**Q:** I have PBE levels for cubic HfO₂ and the same levels after a one-shot GW correction. Which sizes should I remember before I look at single rows?

**A:** Remember three. The gap opens by about 1.5 eV, the filled levels spread out by about a tenth, and the rise of the empty levels varies by about 0.2 eV from place to place in the band. The first tells you how far the PBE gap is from the corrected one, and the third can change which empty level is lowest.

One-shot GW (G0W0) on PBE levels of cubic HfO₂, calculated with VASP 6.6.1 and PAW potentials made for GW, without spin-orbit coupling. The runs use a 5×5×5 k mesh, 200 empty bands, 72 frequency points and cutoffs of 520 eV for the plane waves and 260 eV for the response function. Each column of levels counts from its own highest filled level.

| row | state k a (reciprocal cell vector) | state k b (reciprocal cell vector) | state k c (reciprocal cell vector) | state band | state start level (eV) | state corrected level (eV) | state weight z |
| --- | --- | --- | --- | --- | --- | --- | --- |
| 1 | 0.000 | 0.000 | 0.000 | top filled | -0.409 | -0.467 | 0.760 |
| 2 | 0.000 | 0.000 | 0.000 | first empty | 4.003 | 5.597 | 0.806 |
| 3 | 0.200 | 0.000 | 0.000 | top filled | -0.994 | -1.086 | 0.760 |
| 4 | 0.200 | 0.000 | 0.000 | first empty | 4.548 | 6.187 | 0.797 |
| 5 | 0.400 | 0.000 | 0.000 | top filled | -1.565 | -1.719 | 0.753 |
| 6 | 0.400 | 0.000 | 0.000 | first empty | 4.749 | 6.411 | 0.794 |
| 7 | 0.200 | 0.200 | 0.000 | top filled | -0.423 | -0.466 | 0.759 |
| 8 | 0.200 | 0.200 | 0.000 | first empty | 4.468 | 6.110 | 0.803 |
| 9 | 0.400 | 0.200 | 0.000 | top filled | -1.003 | -1.090 | 0.754 |
| 10 | 0.400 | 0.200 | 0.000 | first empty | 4.711 | 6.292 | 0.794 |
| 11 | -0.400 | 0.200 | 0.000 | top filled | -0.919 | -0.988 | 0.757 |
| 12 | -0.400 | 0.200 | 0.000 | first empty | 4.571 | 6.170 | 0.799 |
| 13 | -0.200 | 0.200 | 0.000 | top filled | -0.434 | -0.466 | 0.758 |
| 14 | -0.200 | 0.200 | 0.000 | first empty | 4.470 | 6.081 | 0.803 |
| 15 | 0.400 | 0.400 | 0.000 | top filled | -0.522 | -0.553 | 0.759 |
| 16 | 0.400 | 0.400 | 0.000 | first empty | 4.086 | 5.518 | 0.803 |
| 17 | -0.400 | 0.400 | 0.000 | top filled | 0.000 | 0.000 | 0.761 |
| 18 | -0.400 | 0.400 | 0.000 | first empty | 4.325 | 5.822 | 0.800 |
| 19 | -0.400 | 0.400 | 0.200 | top filled | -0.479 | -0.519 | 0.760 |
| 20 | -0.400 | 0.400 | 0.200 | first empty | 4.734 | 6.314 | 0.792 |

**Q:** Why does the gap open at all?

**A:** PBE gives filled and empty orbitals the same local potential. In reality, taking an electron out of a filled orbital and adding one to an empty orbital are different processes, and the surrounding electrons respond to each. GW includes that response, together with an exchange that reaches from one point to another and is weakened by the screening of the crystal. A filled orbital gains more from this exchange than an empty one does, so theory expects the two groups to move apart.

In the table, the distance from the highest filled to the lowest empty level grows from 4.00 to 5.52 eV. Each column has its own zero at its highest filled level. The table therefore gives the growth of the gap, but not how much of it comes from filled levels sinking and how much from empty levels rising.

**Q:** Then I could take the PBE bands and lift all the empty ones by 1.5 eV?

**A:** For a rough gap, yes. For the order of the empty levels, no. Relative to the top of the filled band, their rise runs from 1.43 eV in row 16 to 1.66 eV in row 6.

Among the ten points listed, the lowest empty level even changes place. PBE puts it at Γ (row 2), where the wave has the same phase in every unit cell. After the correction it lies in row 16, close to X, where the phase alternates from layer to layer along a cube edge.

**Q:** Perhaps levels that start higher simply rise more, as if the band were stretched?

**A:** That works tolerably for the filled levels. They sink by about 9% of their depth below the top, although the order isn't strict: row 15 starts deeper than row 1 and sinks less. A plausible reason is that the longer-reaching exchange strengthens the coupling between neighbouring atoms, which widens a band.

For the empty levels, stretching fails where it matters. Rows 2 and 16 start only 0.08 eV apart, yet row 2 rises 0.16 eV more. A rule based on energy alone would give them nearly the same rise, with row 16 slightly ahead.

**Q:** So what does the rise depend on, if not on energy?

**A:** On the shape of the orbital. To first order, the corrected level is

$$E_\mathrm{corr}=E_\mathrm{PBE}+Z\,\langle\psi|\Sigma-V_\mathrm{xc}|\psi\rangle .$$

Here $\psi$ is the orbital, $\Sigma$ the GW self-energy and $V_\mathrm{xc}$ the PBE exchange-correlation potential it replaces. The weight $Z$ (state weight z) reduces the correction because $\Sigma$ itself changes with energy. The bracket is an average over the orbital, so two orbitals of nearly equal energy can be corrected differently if their charge sits in different regions.

**Q:** Couldn't the difference come from $Z$ instead?

**A:** Rows 2 and 16 have $Z$ of 0.806 and 0.803. With the same bracket in both rows, that small difference would produce the extra 0.16 eV only if the bracket were at least 40 eV, even when the rounding of $Z$ is allowed for. That is absurd for corrections of this kind. The brackets themselves must differ, by roughly 0.2 eV. That points to the orbitals.

**Q:** And what changes in the orbital near X?

**A:** Chemistry tells us that the lowest empty states of this oxide are mainly Hf 5d. My guess is that near X they mix more with other orbitals and become more spread out, so that the correction pushes them up less. An analysis of the orbitals by atom and angular momentum would test this.

What the table does show is where the change happens. The two points nearest X, in rows 16 and 18, have the two smallest rises. Farther away, the rise is nearly level, at about 1.6 eV.

**Q:** Can that be made into a simple model?

**A:** Take a constant rise and subtract a smooth dip centred on X. Let $d$ be the distance to the nearest X point, with the distance from Γ to X as unit. A fit to all ten empty levels gives, in eV,

$$\Delta E = 1.628-0.271\,e^{-(d/0.344)^2}.$$

The distance stands in for whatever changes in the orbital on the way to X. The formula describes where the rise is smaller, and the cause has to come from the argument about orbitals.

**Q:** Show me that it makes the lowest level change place.

**A:** At Γ, $d=1$ and the dip has died out. In row 16, $d=0.2$, so the dip is

$$0.271\times e^{-(0.2/0.344)^2}\approx 0.19\ \text{eV}.$$

Row 16 therefore rises 0.19 eV less than row 2. It started 0.08 eV higher, so it should finish about 0.11 eV lower. The table has it 0.08 eV lower: the direction is right and the size somewhat too large. Both rows were part of the fit, so this illustrates the model and doesn't test it independently.

**Q:** How good is it over all the empty levels?

**A:** Its typical miss is 0.02 eV, against 0.06 eV for a rise linear in energy and 0.07 eV for one rigid shift. It has one parameter more than the linear rule. The largest miss is in row 6, which rises more than the model allows. Only two points lie well inside the dip, so its depth at X itself shouldn't be read from the formula; the printed output after this text has the details.

**Q:** Should I now report that the lowest empty state of cubic HfO₂ lies near X?

**A:** Not from these numbers. The two candidates are only 0.08 eV apart, while the bands, cutoffs and mesh are not converged and spin-orbit coupling is left out. The mesh also skips X itself, where the level could be lower still, and that holds for PBE too. On the line from Γ to X, the PBE level drops by 0.38 eV between rows 8 and 16, and X lies half a step further on. PBE may therefore already have its lowest empty level at X. The reversal is shown only for the listed points. The opening of about 1.5 eV is far larger than this small difference, though its last tenths also depend on the settings and on the PBE start.

**Q:** What would I take to a similar oxide?

**A:** Expect one shift to serve reasonably well for empty levels with similar orbitals. Where two low-lying valleys have different orbitals, calculate both at their lowest points, then compare their PBE separation with the difference in their corrections. They change order only if the lower one rises more, and by more than that separation. Here row 2 started 0.08 eV below row 16 and rose 0.16 eV more, so these two levels changed order.

Printed output of the fit:

```
fit of shift on 20 rows: coefficient of up 0.9084 +/- 0.25, coefficient of vb 0.0908 +/- 0.017, coefficient of cb 0.1512 +/- 0.055; rms 0.0397, worst 16 0.0942, leave-one-out rms 0.0567
fit of shift on 20 rows: coefficient of up 1.628 +/- 0.0068, coefficient of vb 0.0908 +/- 0.007, coefficient of up*exp(-((dX/s)**2)) -0.2709 +/- 0.024, s 0.3438; rms 0.0158, worst 6 -0.0345, leave-one-out rms 0.0202
PBE gap on the mesh, eV: 4.003
corrected gap on the mesh, eV: 5.518
opening of the gap, eV: 1.515
opening of the smallest direct gap, eV: 1.497
shifts of the filled levels in row order, eV: 1 -0.058, 3 -0.092, 5 -0.154, 7 -0.043, 9 -0.087, 11 -0.069, 13 -0.032, 15 -0.031, 17 0, 19 -0.04
shifts of the empty levels in row order, eV: 2 1.594, 4 1.639, 6 1.662, 8 1.642, 10 1.581, 12 1.599, 14 1.611, 16 1.432, 18 1.497, 20 1.58
distance to nearest X of the empty rows, Gamma to X is 1: 2 1, 4 0.8485, 6 0.8246, 8 0.6, 10 0.4899, 12 0.6, 14 0.7211, 16 0.2, 18 0.2828, 20 0.4472
opening of the direct gap at each k point, eV: 2 1.652, 4 1.731, 6 1.816, 8 1.685, 10 1.668, 12 1.668, 14 1.643, 16 1.463, 18 1.497, 20 1.62
rms miss on empty levels with one rigid shift, eV: 0.0665
rms miss on empty levels with shift linear in energy, eV: 0.05506
rms miss on empty levels with a dip around X, eV: 0.01964
stretch of the filled band, percent: 9.08
row 16 less row 2 in PBE, eV: 0.083
row 16 less row 2 after correction, eV: -0.079
shift of row 2 less shift of row 16, eV: 0.162
same difference from the fit linear in energy, eV: -0.01255
same difference from the fit with a dip around X, eV: 0.193
mean weight Z of the filled levels: 0.7581
mean weight Z of the empty levels: 0.7991
Z of row 2 less Z of row 16: 0.003
least common bare correction if Z alone made the difference, rounding allowed, eV: 40.5
correlation of Z with PBE level among empty levels: -0.8646
```
